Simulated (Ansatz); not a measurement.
# Ti6O: the cost of one run

Program: Ansatz 0.2.0. Level of theory: DFT PBE, scalar-relativistic, plane waves, PAW. These are calculated values, not measurements.

### Step 1. The structure to begin with

It takes space group Fm-3m (No. 225, cubic). Conventional cell: a = 7.434 Å, b = 7.434 Å, c = 7.434 Å, α = 90.00°, β = 90.00°, γ = 90.00°. Ti (site symmetry 4mm) has 1 O at 1.46 Å as nearest neighbours. Around O (site symmetry m-3m) lie 6 Ti at 1.46 Å.

Structure file:

```xyz
7
Lattice="0.0000 3.7168 3.7168 3.7168 0.0000 3.7168 3.7168 3.7168 0.0000" Properties=species:S:1:pos:R:3 pbc="T T T"
Ti    1.4631    3.7168    3.7168
Ti    5.9705    3.7168    3.7168
Ti    3.7168    1.4631    3.7168
Ti    3.7168    5.9705    3.7168
Ti    3.7168    3.7168    1.4631
Ti    3.7168    3.7168    5.9705
O     0.0000    0.0000    0.0000
```

A structure generator made this guess: random cell by space group and Wyckoff sites (Fm-3m, No. 225). Its size is a rough estimate.

### Step 2. A first look at the guess

Contents of input.yaml:

```yaml
crystal:
  lattice:
    - [0.0, 3.71677263, 3.71677263]
    - [3.71677263, 0.0, 3.71677263]
    - [3.71677263, 3.71677263, 0.0]
  atoms:
    - { symbol: Ti, position: [0.80318083, 0.19681917, 0.19681917], spin: 1.0 }
    - { symbol: Ti, position: [0.19681917, 0.80318083, 0.80318083], spin: 1.0 }
    - { symbol: Ti, position: [0.19681917, 0.80318083, 0.19681917], spin: 1.0 }
    - { symbol: Ti, position: [0.80318083, 0.19681917, 0.80318083], spin: 1.0 }
    - { symbol: Ti, position: [0.19681917, 0.19681917, 0.80318083], spin: 1.0 }
    - { symbol: Ti, position: [0.80318083, 0.80318083, 0.19681917], spin: 1.0 }
    - { symbol: O, position: [0.0, 0.0, 0.0] }
basis:
  ecutwfc: 420
kpoints:
  mp_grid: { grid: [4, 4, 4] }
hamiltonian:
  xc: pbe
scf:
  occupations: { method: gaussian, width: 0.1 }
  lower_state_search: "off"
output:
  forces: true
  stress: true
  eigenvalues: true
  populations: true
magnetization:
  spin_polarized: true
```

Started as:

```
> ansatz run input.yaml --threads 1 --pin off --max-ram 2560MiB --backend cpu --events-out ev --progress --plain --runs-dir out
```

**Question.** How long does this run take on 1 thread of Intel Xeon at 2.50GHz (Skylake/Cascade Lake), shared host, and how much memory does it need?

About 19 s, with a peak of 0.44 GiB.
